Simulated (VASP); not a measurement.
Crystal: Ga.

```
Ga
1.0
    -2.54644    2.54644    1.39007
     2.54644   -2.54644    1.39007
     2.54644    2.54644   -1.39007
Ga
2
Direct
  0.00000 0.00000 0.00000
  0.75000 0.25000 0.50000
```

The cell was built by a generator and needn't be a form met in nature.

```yaml
Program: VASP 6.6.1
Task: relaxation of cell and atoms
Functional: r2SCAN
Potentials_or_basis: VASP PAW PBE potentials, release 64 (Ga_d)
Cutoff: 600 eV
k_mesh: 14 × 14 × 14
Occupations: gaussian, width 0.03 eV
Spin: no spin polarisation
```

At the start: pressure 2.4 GPa; volume 18.03 Å³/atom.

Problem. How do energy, volume and symmetry change on relaxing?

Solution. Over 12 steps the energy falls by 12.3 meV/atom and the volume is 18.66 Å³/atom (+3.5 %); space group I4_1/amd (No. 141, to 0.05 Å).

The path:
```csv
step,energy change (eV),largest force (eV/Å),pressure (GPa),volume (Å³)
1,0.0000,0.0000,2.39,36.05
2,-0.0131,0.0000,-0.14,37.47
3,-0.0132,0.0000,-0.40,37.64
4,-0.0158,0.0000,-0.42,37.55
5,-0.0218,0.0000,-0.07,37.28
6,-0.0042,0.0000,1.59,36.65
7,-0.0245,0.0000,0.32,37.12
8,-0.0245,0.0000,0.35,37.11
9,-0.0243,0.0000,-0.36,37.54
10,-0.0247,0.0000,0.09,37.28
11,-0.0247,0.0000,-0.02,37.33
12,-0.0247,0.0000,0.01,37.32
```

Final structure:
```cif
data_structure
_symmetry_space_group_name_H-M 'P 1'
_symmetry_Int_Tables_number 1
_cell_length_a 3.9668
_cell_length_b 3.9668
_cell_length_c 3.9668
_cell_angle_alpha 96.534
_cell_angle_beta 96.534
_cell_angle_gamma 140.573
_cell_volume 37.32
loop_
_atom_site_label
_atom_site_type_symbol
_atom_site_fract_x
_atom_site_fract_y
_atom_site_fract_z
_atom_site_occupancy
Ga1 Ga 0.00000 0.00000 0.00000 1
Ga2 Ga 0.75000 0.25000 0.50000 1
```

Caveat: the PAW data sets were made with another functional, which shifts forces and pressure a little.
